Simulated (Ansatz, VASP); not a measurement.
**Au: VASP beside Ansatz**

```
Au
1.0
     2.83479    0.00000    0.00000
    -1.41740    2.45500    0.00000
     0.00000    0.00000    4.71163
Au
2
Direct
  0.33333 0.66667 0.75000
  0.66667 0.33333 0.25000
```

Alike in both runs: functional PBE; k mesh 18 × 18 × 10; occupations gaussian, width 0.1 eV; no spin polarisation.

Ansatz relaxed the structure, and its values are those at the end. VASP's run is a single point on that final structure, the one shown.

|  | VASP | Ansatz |
| --- | --- | --- |
| version | VASP 6.6.1 | Ansatz 0.2.0 |
| potentials or method | VASP PAW PBE potentials, release 64 (Au) | scalar-relativistic, plane waves, PAW |
| plane-wave cutoff (eV) | 520 | 420 |
| valence electrons in the cell | 22 | 38 |

```tsv
	VASP	Ansatz	Ansatz less VASP
gap on the k mesh at the Fermi level (eV)	none	none	-
pressure (GPa)	16.5	16.9	+0.34
```

A gap of «none» marks a metal or a gap that the smearing closes. With one functional, cell and mesh, what is left measures potentials, basis and numerics. The two sets of potentials don't hold the same shells in valence.

Caveats: so large a pressure means that the cell lies far from this level's equilibrium, or that cutoff or potentials fall short (VASP). The runs have no spin-orbit coupling, so splittings on Au are missing.
